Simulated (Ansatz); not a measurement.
SiO2 (Fm-3m): G0W0 and the starting functional

```
Si O
1.0
     0.00000    2.19538    2.19538
     2.19538    0.00000    2.19538
     2.19538    2.19538    0.00000
Si O
1 2
Direct
  0.00000 0.00000 0.00000
  0.25000 0.25000 0.25000
  0.75000 0.75000 0.75000
```

Held fixed (Ansatz):

```json
{
 "datasets": "all-electron datasets in plane waves (scalar-relativistic, Gaussian nuclei)",
 "k mesh": "4×4×4",
 "empty bands": "136",
 "response cutoff": "200 eV",
 "frequencies": "contour deformation",
 "q → 0 term": "analytic weight of Carrier, Rohra and Görling",
 "band sums": "cut at the band count"
}
```

The gap is read direct at k = (0, -0.5, -0.5), linearised, between the Kohn-Sham band edges among the points solved. ε∞ is the electronic dielectric constant on this mesh. Wave cutoffs: 3300, 4620 eV in the order of the table.

```json
{"orbitals": "PBE", "KS gap (eV)": "2.15", "G0W0 gap (eV)": "3.85", "ε∞": "3.9"}
{"orbitals": "r²SCAN", "KS gap (eV)": "2.82", "G0W0 gap (eV)": "?", "ε∞": "?"}
```

(1) Fill in the row for r²SCAN.

## Answers

(1) G0W0 gap 4.07 eV, ε∞ 3.5.

The cell is a model at fixed atoms and needn't be the relaxed known crystal. Points k are given in fractions of the reciprocal vectors. The mesh is coarse, so these are values at the stated settings, not converged ones. Band sums or response are cut, so the gap isn't at its basis limit. The gap is read on the mesh, and the crystal's band edges can lie off it. With r²SCAN or HSE06 the Kohn-Sham levels are generalised ones.
